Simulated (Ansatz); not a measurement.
Two-dimensional strain map in InSb

The calculation used DFT PBEsol, scalar-relativistic, plane waves, PAW (Ansatz 0.2.0). Settings: plane waves to 420 eV, k-mesh 12×12×12 (Γ-centred), Gaussian smearing 0.15 eV. No spin polarisation. Energies are free energies at this smearing, counted from the undisturbed cell; pressure is positive in compression.

Zero of the scan (as given, not relaxed at this level; it stands at -3.0 GPa; this CsCl-type form isn't the usual structure):

```
In Sb
1.0
     3.80765    0.00000    0.00000
     0.00000    3.80765    0.00000
     0.00000    0.00000    3.80765
In Sb
1 1
Direct
  0.00000 0.00000 0.00000
  0.50000 0.50000 0.50000
```

The cell is strained by p along both x and y and by q along z, fractional coordinates fixed. Points are written (p, q).

Energy above the undisturbed cell in meV/atom (a dash: not computed):

| p \ q | -0.080 | -0.040 | 0.000 | 0.040 | 0.080 |
| --- | --- | --- | --- | --- | --- |
| -0.080 | 171.4 | 91.7 | 39.7 | 8.6 | -6.5 |
| -0.040 | 34.6 | – | -14.8 | – | -2.2 |
| 0.000 | -17.3 | -15.3 | 0.0 | 25.0 | 57.5 |
| 0.040 | -10.8 | – | 60.1 | – | 155.1 |
| 0.080 | 37.5 | 89.0 | 148.4 | 211.2 | 274.8 |

Pressure in GPa:

```
 p \ q  -0.080  -0.040  0.000  0.040  0.080
-0.080    16.3    11.3    7.5    4.4    2.0
-0.040     7.2       –    1.1      –   -2.6
 0.000     1.3    -1.1   -3.0   -4.4   -5.4
 0.040    -2.6       –   -5.5      –   -7.0
 0.080    -5.1    -6.2   -6.9   -7.5   -7.9
```